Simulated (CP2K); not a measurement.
# MoS2 (P6_3/mmc) in CP2K: notebook, part 2 of 3

CP2K 2026.2.

**3. Band structure, LDA**

mos2_bands.inp

```
&GLOBAL
  PROJECT mos2_bands
  RUN_TYPE ENERGY_FORCE
  PRINT_LEVEL LOW
&END GLOBAL
&FORCE_EVAL
  METHOD QS
  STRESS_TENSOR ANALYTICAL
  &DFT
    BASIS_SET_FILE_NAME BASIS_MOLOPT_UZH
    POTENTIAL_FILE_NAME GTH_POTENTIALS
    &MGRID
      CUTOFF 450
      REL_CUTOFF 60
      NGRIDS 5
    &END MGRID
    &QS
      METHOD GPW
      EPS_DEFAULT 1.0E-10
    &END QS
    &KPOINTS
      SCHEME MONKHORST-PACK 10 10 3
      GAMMA_CENTERED T
      SYMMETRY T
      SYMMETRY_BACKEND SPGLIB
    &END KPOINTS
    &SCF
      SCF_GUESS ATOMIC
      EPS_SCF 1.0E-6
      MAX_SCF 100
      ADDED_MOS 24
      CHOLESKY OFF
      EPS_EIGVAL 1.0E-7
      &DIAGONALIZATION ON
        ALGORITHM STANDARD
      &END DIAGONALIZATION
      &MIXING ON
        METHOD BROYDEN_MIXING
        ALPHA 0.4
        BETA 1.5
        NBUFFER 8
      &END MIXING
      &SMEAR ON
        METHOD FERMI_DIRAC
        ELECTRONIC_TEMPERATURE 300.56
      &END SMEAR
    &END SCF
    &XC
      &XC_FUNCTIONAL
        &LDA_X
        &END LDA_X
        &LDA_C_PW
        &END LDA_C_PW
      &END XC_FUNCTIONAL
    &END XC
    &PRINT
      &KPOINTS ON
      &END KPOINTS
      &MULLIKEN ON
      &END MULLIKEN
      &MO ON
        ENERGIES T
        OCCUPATION_NUMBERS T
        &EACH
          QS_SCF 0
        &END EACH
        ADD_LAST NUMERIC
      &END MO
      &BAND_STRUCTURE
        FILE_NAME bands.bs
        ADDED_MOS 6
        &KPOINT_SET
          UNITS B_VECTOR
          NPOINTS 8
          SPECIAL_POINT GAMMA 0.00000000 0.00000000 0.00000000
          SPECIAL_POINT M 0.50000000 0.00000000 0.00000000
          SPECIAL_POINT K 0.33333333 0.33333333 0.00000000
          SPECIAL_POINT GAMMA 0.00000000 0.00000000 0.00000000
          SPECIAL_POINT A 0.00000000 0.00000000 0.50000000
          SPECIAL_POINT L 0.50000000 0.00000000 0.50000000
          SPECIAL_POINT H 0.33333333 0.33333333 0.50000000
          SPECIAL_POINT A 0.00000000 0.00000000 0.50000000
        &END KPOINT_SET
        &KPOINT_SET
          UNITS B_VECTOR
          NPOINTS 8
          SPECIAL_POINT L 0.50000000 0.00000000 0.50000000
          SPECIAL_POINT M 0.50000000 0.00000000 0.00000000
        &END KPOINT_SET
        &KPOINT_SET
          UNITS B_VECTOR
          NPOINTS 8
          SPECIAL_POINT K 0.33333333 0.33333333 0.00000000
          SPECIAL_POINT H 0.33333333 0.33333333 0.50000000
        &END KPOINT_SET
      &END BAND_STRUCTURE
    &END PRINT
  &END DFT
  &SUBSYS
    &CELL
      A 3.1690000000 0.0000000000 0.0000000000
      B -1.5845000000 2.7444345046 0.0000000000
      C 0.0000000000 0.0000000000 12.3240000000
      PERIODIC XYZ
    &END CELL
    &COORD
      SCALED
      Mo  0.6666666667 0.3333333333 0.7500000000
      Mo  0.3333333333 0.6666666667 0.2500000000
      S   0.6666666667 0.3333333333 0.3770000000
      S   0.3333333333 0.6666666667 0.8770000000
      S   0.6666666667 0.3333333333 0.1230000000
      S   0.3333333333 0.6666666667 0.6230000000
    &END COORD
    &KIND Mo
      BASIS_SET TZVP-MOLOPT-PBE-GTH-q14
      POTENTIAL GTH-PADE-q14
    &END KIND
    &KIND S
      BASIS_SET TZVP-MOLOPT-PBE-GTH-q6
      POTENTIAL GTH-PADE-q6
    &END KIND
    &PRINT
      &ATOMIC_COORDINATES ON
      &END ATOMIC_COORDINATES
      &CELL ON
      &END CELL
    &END PRINT
  &END SUBSYS
  &PRINT
    &FORCES ON
    &END FORCES
    &STRESS_TENSOR ON
    &END STRESS_TENSOR
  &END PRINT
&END FORCE_EVAL
```

Potentials or basis: GTH_POTENTIALS Mo GTH-PADE-q14, S GTH-PADE-q6; TZVP-MOLOPT-PBE-GTH basis.

Command:

```bash
> OMP_NUM_THREADS=1 mpirun -n 2 cp2k.psmp -i mos2_bands.inp -o mos2_bands.out
```

mos2_bands.out:

```text

 CP2K| version string:                                       CP2K version 2026.2
 CP2K| Input file name                                            mos2_bands.inp

 GLOBAL| Force Environment number                                              1
 GLOBAL| Basis set file name                                    BASIS_MOLOPT_UZH
 GLOBAL| Potential file name                                      GTH_POTENTIALS
 GLOBAL| MM Potential file name                                     MM_POTENTIAL
 GLOBAL| Coordinate file name                                      __STD_INPUT__
 GLOBAL| Method name                                                        CP2K
 GLOBAL| Project name                                                 mos2_bands
 GLOBAL| Run type                                                   ENERGY_FORCE
 GLOBAL| FFT library                                                       FFTW3
 GLOBAL| Diagonalization library                                       ScaLAPACK
 GLOBAL| Cholesky decomposition library                                ScaLAPACK
 GLOBAL| DGEMM library                                                      BLAS
 GLOBAL| Direct generalized diagonalization requested                          F
 GLOBAL| Matrix multiplication library                                 ScaLAPACK
 GLOBAL| Global print level                                                  LOW
 GLOBAL| Total number of message passing processes                             2
 GLOBAL| Number of threads for this process                                    1
 GLOBAL| CPU model name                                                  UNKNOWN

 CELL| Volume [angstrom^3]:                                           107.183220
[... 986 lines left out ...]
 KPOINTS| Special point     4       GAMMA     0.000000     0.000000     0.000000
 KPOINTS| Special point     5           A     0.000000     0.000000     0.500000
 KPOINTS| Special point     6           L     0.500000     0.000000     0.500000
 KPOINTS| Special point     7           H     0.333333     0.333333     0.500000
 KPOINTS| Special point     8           A     0.000000     0.000000     0.500000
 KPOINTS| Number of k-points in set    2                                       9
 KPOINTS| In units of b-vector [2pi/Bohr]
 KPOINTS| Special point     1           L     0.500000     0.000000     0.500000
 KPOINTS| Special point     2           M     0.500000     0.000000     0.000000
 KPOINTS| Number of k-points in set    3                                       9
 KPOINTS| In units of b-vector [2pi/Bohr]
 KPOINTS| Special point     1           K     0.333333     0.333333     0.000000
 KPOINTS| Special point     2           H     0.333333     0.333333     0.500000

 ENERGY| Total FORCE_EVAL ( QS ) energy [hartree]           -177.624477229916835

 FORCES| Atomic forces [hartree/bohr]
 FORCES|   Atom     x               y               z               |f|
 FORCES|      1  3.26743826E-09 -2.29678110E-07 -3.83092657E-11   2.29701354E-07
 FORCES|      2 -3.26707149E-09  2.29678590E-07  3.83389144E-11   2.29701829E-07
 FORCES|      3  3.14805306E-09 -5.07110851E-07 -3.88226127E-03   3.88226130E-03
 FORCES|      4 -3.14804478E-09  5.07110774E-07 -3.88226124E-03   3.88226128E-03
 FORCES|      5  3.14805544E-09 -5.07110772E-07  3.88226124E-03   3.88226128E-03
 FORCES|      6 -3.14804606E-09  5.07110856E-07  3.88226127E-03   3.88226130E-03
 FORCES| Sum     3.84438723E-13  4.86839658E-13  4.75227496E-14
 FORCES| Total atomic force                                       6.22144996E-13

 STRESS| Analytical stress tensor [bar]
 STRESS|                        x                   y                   z
 STRESS|      x       -5.31885524432E+04  -4.37573226389E-02   4.32953770923E-10
 STRESS|      y       -4.37573226389E-02  -5.31886915248E+04  -2.03637343340E-07
 STRESS|      z        4.32953770923E-10  -2.03637343340E-07  -2.92586865885E+04
 STRESS| 1/3 Trace                                            -4.52119768522E+04
 STRESS| Determinant                                          -8.27736877402E+13

 STRESS| Eigenvectors and eigenvalues of the analytical stress tensor [bar]
 STRESS|                        1                   2                   3
 STRESS| Eigenvalues  -5.31887041462E+04  -5.31885398218E+04  -2.92586865885E+04
 STRESS|      x           0.277142284379      0.960828889142      0.000000000000
 STRESS|      y           0.960828889142     -0.277142284379     -0.000000000009
 STRESS|      z           0.000000000008     -0.000000000002      1.000000000000
```

It took 50 s on 2 MPI ranks of Arm Neoverse V1, shared host.

What came out:

| Property | Result |
| --- | --- |
| Free energy | -4833.4078 eV |
| Pressure | -4.5 GPa |
| Largest force | 0.200 eV/Å |
| Band gap along the path | 0.83 eV, indirect (least direct gap 1.67 eV) |
| Mulliken charges | Mo -0.68; S +0.34 e |

Forces on the atoms (eV/Å):
```
Mo   0.000  0.000  0.000
Mo   0.000  0.000  0.000
S    0.000  0.000 -0.200
S    0.000  0.000 -0.200
S    0.000  0.000  0.200
S    0.000  0.000  0.200
```

Stress tensor (GPa, compression positive):
```
-5.32  0.00  0.00
 0.00 -5.32  0.00
 0.00  0.00 -2.93
```

Levels at the corners of the path, in eV from the valence-band top:
| point | band 23 | band 24 | band 25 | band 26 | band 27 | band 28 | band 29 | band 30 |
| --- | --- | --- | --- | --- | --- | --- | --- | --- |
| Γ | -2.17 | -1.21 | -1.19 | 0.00 | 2.10 | 2.10 | 2.12 | 2.12 |
| M | -1.76 | -1.56 | -1.46 | -1.32 | 1.60 | 1.65 | 1.99 | 2.26 |
| K | -2.72 | -2.72 | -0.80 | -0.63 | 1.04 | 1.04 | 1.78 | 2.83 |
| Γ | -2.17 | -1.21 | -1.19 | 0.00 | 2.10 | 2.10 | 2.12 | 2.12 |
| A | -2.19 | -2.19 | -0.27 | -0.27 | 2.10 | 2.10 | 2.10 | 2.10 |
| L | -1.66 | -1.66 | -1.38 | -1.38 | 1.63 | 1.63 | 2.14 | 2.14 |
| H | -2.89 | -2.89 | -0.73 | -0.73 | 1.04 | 1.04 | 2.27 | 2.27 |
| A | -2.19 | -2.19 | -0.27 | -0.27 | 2.10 | 2.10 | 2.10 | 2.10 |
| L | -1.66 | -1.66 | -1.38 | -1.38 | 1.63 | 1.63 | 2.14 | 2.14 |
| M | -1.76 | -1.56 | -1.46 | -1.32 | 1.60 | 1.65 | 1.99 | 2.26 |
| K | -2.72 | -2.72 | -0.80 | -0.63 | 1.04 | 1.04 | 1.78 | 2.83 |
| H | -2.89 | -2.89 | -0.73 | -0.73 | 1.04 | 1.04 | 2.27 | 2.27 |

Caveat: Mulliken charges move with the basis; the basis of atomic orbitals isn't converged, which shifts pressures, moduli and gaps.

**4. Band structure, PBEsol**

Changes to mos2_bands.inp since step 3:

```diff
@@ -10,3 +10,3 @@
     BASIS_SET_FILE_NAME BASIS_MOLOPT_UZH
-    POTENTIAL_FILE_NAME GTH_POTENTIALS
+    POTENTIAL_FILE_NAME POTENTIAL_UZH
     &MGRID
@@ -18,3 +18,3 @@
       METHOD GPW
-      EPS_DEFAULT 1.0E-10
+      EPS_DEFAULT 1.0E-9
     &END QS
@@ -44,3 +44,3 @@
         METHOD FERMI_DIRAC
-        ELECTRONIC_TEMPERATURE 300.56
+        ELECTRONIC_TEMPERATURE [K] 580.226
       &END SMEAR
@@ -49,6 +49,6 @@
       &XC_FUNCTIONAL
-        &LDA_X
-        &END LDA_X
-        &LDA_C_PW
-        &END LDA_C_PW
+        &GGA_X_PBE_SOL
+        &END GGA_X_PBE_SOL
+        &GGA_C_PBE_SOL
+        &END GGA_C_PBE_SOL
       &END XC_FUNCTIONAL
@@ -68,8 +68,13 @@
       &END MO
+      &LOWDIN ON
+      &END LOWDIN
+      &HIRSHFELD ON
+        SHAPE_FUNCTION DENSITY
+      &END HIRSHFELD
       &BAND_STRUCTURE
         FILE_NAME bands.bs
-        ADDED_MOS 6
+        ADDED_MOS 2
         &KPOINT_SET
           UNITS B_VECTOR
-          NPOINTS 8
+          NPOINTS 6
           SPECIAL_POINT GAMMA 0.00000000 0.00000000 0.00000000
@@ -85,3 +90,3 @@
           UNITS B_VECTOR
-          NPOINTS 8
+          NPOINTS 6
           SPECIAL_POINT L 0.50000000 0.00000000 0.50000000
@@ -91,3 +96,3 @@
           UNITS B_VECTOR
-          NPOINTS 8
+          NPOINTS 6
           SPECIAL_POINT K 0.33333333 0.33333333 0.00000000
@@ -100,5 +105,4 @@
     &CELL
-      A 3.1690000000 0.0000000000 0.0000000000
-      B -1.5845000000 2.7444345046 0.0000000000
-      C 0.0000000000 0.0000000000 12.3240000000
+      ABC 3.1690000000 3.1690000000 12.3240000000
+      ALPHA_BETA_GAMMA 90.0000000000 90.0000000000 119.9999999999
       PERIODIC XYZ
@@ -116,3 +120,3 @@
       BASIS_SET TZVP-MOLOPT-PBE-GTH-q14
-      POTENTIAL GTH-PADE-q14
+      POTENTIAL GTH-PBE-q14
     &END KIND
@@ -120,3 +124,3 @@
       BASIS_SET TZVP-MOLOPT-PBE-GTH-q6
-      POTENTIAL GTH-PADE-q6
+      POTENTIAL GTH-PBE-q6
     &END KIND
@@ -127,2 +131,4 @@
       &END CELL
+      &SYMMETRY ON
+      &END SYMMETRY
     &END PRINT
```

Potentials or basis: POTENTIAL_UZH Mo GTH-PBE-q14, S GTH-PBE-q6; TZVP-MOLOPT-PBE-GTH basis.

Command:

```bash
> OMP_NUM_THREADS=1 mpirun -n 2 cp2k.psmp -i mos2_bands.inp -o mos2_bands.out
```

mos2_bands.out:

```text

 CP2K| version string:                                       CP2K version 2026.2
 CP2K| Input file name                                            mos2_bands.inp

 GLOBAL| Force Environment number                                              1
 GLOBAL| Basis set file name                                    BASIS_MOLOPT_UZH
 GLOBAL| Potential file name                                       POTENTIAL_UZH
 GLOBAL| MM Potential file name                                     MM_POTENTIAL
 GLOBAL| Coordinate file name                                      __STD_INPUT__
 GLOBAL| Method name                                                        CP2K
 GLOBAL| Project name                                                 mos2_bands
 GLOBAL| Run type                                                   ENERGY_FORCE
 GLOBAL| FFT library                                                       FFTW3
 GLOBAL| Diagonalization library                                       ScaLAPACK
 GLOBAL| Cholesky decomposition library                                ScaLAPACK
 GLOBAL| DGEMM library                                                      BLAS
 GLOBAL| Direct generalized diagonalization requested                          F
[... 1029 lines left out ...]

 ENERGY| Total FORCE_EVAL ( QS ) energy [hartree]           -176.436058722290824

 FORCES| Atomic forces [hartree/bohr]
 FORCES|   Atom     x               y               z               |f|
 FORCES|      1  5.23277760E-09 -3.11846997E-08  4.80665465E-10   3.16243339E-08
 FORCES|      2 -1.79068547E-09  2.02563296E-08 -7.30588794E-10   2.03484447E-08
 FORCES|      3  1.57657834E-09 -4.61497195E-08 -8.52529266E-04   8.52529268E-04
 FORCES|      4 -3.27515951E-09  5.15779764E-08 -8.52545045E-04   8.52545046E-04
 FORCES|      5  1.57657403E-09 -4.61498661E-08  8.52530120E-04   8.52530122E-04
 FORCES|      6 -3.27516911E-09  5.15776950E-08  8.52544448E-04   8.52544449E-04
 FORCES| Sum     4.49158811E-11 -7.22843074E-11  7.15314244E-12
 FORCES| Total atomic force                                       8.54027220E-11

 STRESS| Analytical stress tensor [bar]
 STRESS|                        x                   y                   z
 STRESS|      x       -1.23962072580E+04   4.22942173178E-02   1.60017027051E-08
 STRESS|      y        4.22942173178E-02  -1.23957106789E+04   1.39511021370E-07
 STRESS|      z        1.60017027051E-08   1.39511021370E-07   1.07153750435E+03
 STRESS| 1/3 Trace                                            -7.90679347753E+03
 STRESS| Determinant                                           1.64652237201E+11

 STRESS| Eigenvectors and eigenvalues of the analytical stress tensor [bar]
 STRESS|                        1                   2                   3
 STRESS| Eigenvalues  -1.23962108345E+04  -1.23957071024E+04   1.07153750435E+03
 STRESS|      x           0.996443685909      0.084261383872      0.000000000001
 STRESS|      y          -0.084261383872      0.996443685909      0.000000000010
 STRESS|      z          -0.000000000000     -0.000000000010      1.000000000000
```

Run time: 43 s. Hardware: 2 MPI ranks of Arm Neoverse V1, shared host.

Results:

```
Free energy             : -4801.0693 eV
Pressure                : -0.8 GPa
Largest force           : 0.044 eV/Å
Band gap along the path : 0.85 eV, indirect (least direct gap 1.68 eV)
Mulliken charges        : Mo -0.40; S +0.20 e
Hirshfeld charges       : Mo +0.22; S -0.11 e
```

Forces in eV/Å, atoms in the order of the input:
```
Mo   0.000  0.000  0.000
Mo   0.000  0.000  0.000
S    0.000  0.000 -0.044
S    0.000  0.000 -0.044
S    0.000  0.000  0.044
S    0.000  0.000  0.044
```

Levels at the corners of the path, in eV from the valence-band top:
| point | band 23 | band 24 | band 25 | band 26 | band 27 | band 28 | band 29 | band 30 |
| --- | --- | --- | --- | --- | --- | --- | --- | --- |
| Γ | -2.18 | -1.20 | -1.19 | 0.00 | 2.11 | 2.11 | 2.13 | 2.13 |
| M | -1.74 | -1.54 | -1.44 | -1.31 | 1.62 | 1.67 | 2.01 | 2.29 |
| K | -2.72 | -2.72 | -0.80 | -0.63 | 1.05 | 1.05 | 1.79 | 2.86 |
| Γ | -2.18 | -1.20 | -1.19 | 0.00 | 2.11 | 2.11 | 2.13 | 2.13 |
| A | -2.20 | -2.20 | -0.27 | -0.27 | 2.11 | 2.11 | 2.11 | 2.11 |
| L | -1.64 | -1.64 | -1.36 | -1.36 | 1.64 | 1.64 | 2.16 | 2.16 |
| H | -2.90 | -2.90 | -0.73 | -0.73 | 1.05 | 1.05 | 2.28 | 2.28 |
| A | -2.20 | -2.20 | -0.27 | -0.27 | 2.11 | 2.11 | 2.11 | 2.11 |
| L | -1.64 | -1.64 | -1.36 | -1.36 | 1.64 | 1.64 | 2.16 | 2.16 |
| M | -1.74 | -1.54 | -1.44 | -1.31 | 1.62 | 1.67 | 2.01 | 2.29 |
| K | -2.72 | -2.72 | -0.80 | -0.63 | 1.05 | 1.05 | 1.79 | 2.86 |
| H | -2.90 | -2.90 | -0.73 | -0.73 | 1.05 | 1.05 | 2.28 | 2.28 |

Caveat: Mulliken charges move with the basis; the potentials were made for another functional, which shifts forces and pressure; this functional lacks dispersion, which binds the layers, so the pressure and a relaxed spacing across them are unreliable; the basis of atomic orbitals isn't converged, which shifts pressures, moduli and gaps.

**5. Band structure, r2SCAN**

Changes to mos2_bands.inp since step 4:

```diff
@@ -12,3 +12,3 @@
     &MGRID
-      CUTOFF 450
+      CUTOFF 675
       REL_CUTOFF 60
@@ -44,3 +44,3 @@
         METHOD FERMI_DIRAC
-        ELECTRONIC_TEMPERATURE [K] 580.226
+        ELECTRONIC_TEMPERATURE [K] 116.045
       &END SMEAR
@@ -49,6 +49,6 @@
       &XC_FUNCTIONAL
-        &GGA_X_PBE_SOL
-        &END GGA_X_PBE_SOL
-        &GGA_C_PBE_SOL
-        &END GGA_C_PBE_SOL
+        &MGGA_X_R2SCAN
+        &END MGGA_X_R2SCAN
+        &MGGA_C_R2SCAN
+        &END MGGA_C_R2SCAN
       &END XC_FUNCTIONAL
@@ -68,7 +68,2 @@
       &END MO
-      &LOWDIN ON
-      &END LOWDIN
-      &HIRSHFELD ON
-        SHAPE_FUNCTION DENSITY
-      &END HIRSHFELD
       &BAND_STRUCTURE
@@ -105,4 +100,5 @@
     &CELL
-      ABC 3.1690000000 3.1690000000 12.3240000000
-      ALPHA_BETA_GAMMA 90.0000000000 90.0000000000 119.9999999999
+      A 3.1690000000 0.0000000000 0.0000000000
+      B -1.5845000000 2.7444345046 0.0000000000
+      C 0.0000000000 0.0000000000 12.3240000000
       PERIODIC XYZ
@@ -119,8 +115,8 @@
     &KIND Mo
-      BASIS_SET TZVP-MOLOPT-PBE-GTH-q14
-      POTENTIAL GTH-PBE-q14
+      BASIS_SET TZVP-MOLOPT-SCAN-GTH-q14
+      POTENTIAL GTH-SCAN-q14
     &END KIND
     &KIND S
-      BASIS_SET TZVP-MOLOPT-PBE-GTH-q6
-      POTENTIAL GTH-PBE-q6
+      BASIS_SET TZVP-MOLOPT-SCAN-GTH-q6
+      POTENTIAL GTH-SCAN-q6
     &END KIND
@@ -131,4 +127,2 @@
       &END CELL
-      &SYMMETRY ON
-      &END SYMMETRY
     &END PRINT
```

Potentials or basis: POTENTIAL_UZH Mo GTH-SCAN-q14, S GTH-SCAN-q6; TZVP-MOLOPT-SCAN-GTH basis.

Command:

```bash
> OMP_NUM_THREADS=1 mpirun -n 2 cp2k.psmp -i mos2_bands.inp -o mos2_bands.out
```

Run time: 91 s. Hardware: 2 MPI ranks of Arm Neoverse V1, shared host.

The run converged. Its results:

```yaml
Free_energy: -4801.5785 eV
Pressure: 2.1 GPa
Largest_force: 0.055 eV/Å
Band_gap_along_the_path: 1.01 eV, indirect (least direct gap 1.80 eV)
Mulliken_charges: Mo -0.08; S +0.04 e
```

Forces on the atoms (eV/Å):
```
Mo   0.000  0.000  0.000
Mo   0.000  0.000  0.000
S    0.000  0.000 -0.055
S    0.000  0.000 -0.055
S    0.000  0.000  0.055
S    0.000  0.000  0.055
```

Stress tensor (GPa, compression positive):
```
2.38 0.00 0.00
0.00 2.38 0.00
0.00 0.00 1.54
```

Levels at the corners of the path, in eV from the valence-band top:
```
point  band 22  band 23  band 24  band 25  band 26  band 27  band 28  band 29  band 30  band 31
    Γ    -2.31    -2.31    -1.32    -1.17     0.00     2.24     2.24     2.27     2.27     2.37
    M    -2.65    -1.90    -1.70    -1.43    -1.32     1.71     1.76     2.12     2.37     3.14
    K    -3.96    -2.88    -2.88    -0.83    -0.68     1.12     1.12     2.06     3.02     3.02
    Γ    -2.31    -2.31    -1.32    -1.17     0.00     2.24     2.24     2.27     2.27     2.37
    A    -2.34    -2.34    -2.34    -0.29    -0.29     2.25     2.25     2.25     2.25     2.47
    L    -2.79    -1.80    -1.80    -1.37    -1.37     1.73     1.73     2.25     2.25     3.52
    H    -3.59    -3.07    -3.07    -0.76    -0.76     1.12     1.12     2.53     2.53     3.06
    A    -2.34    -2.34    -2.34    -0.29    -0.29     2.25     2.25     2.25     2.25     2.47
    L    -2.79    -1.80    -1.80    -1.37    -1.37     1.73     1.73     2.25     2.25     3.52
    M    -2.65    -1.90    -1.70    -1.43    -1.32     1.71     1.76     2.12     2.37     3.14
    K    -3.96    -2.88    -2.88    -0.83    -0.68     1.12     1.12     2.06     3.02     3.02
    H    -3.59    -3.07    -3.07    -0.76    -0.76     1.12     1.12     2.53     2.53     3.06
```

Caveat: Mulliken charges move with the basis; the basis of atomic orbitals isn't converged, which shifts pressures, moduli and gaps.

(Continued in part 3 of 3.)
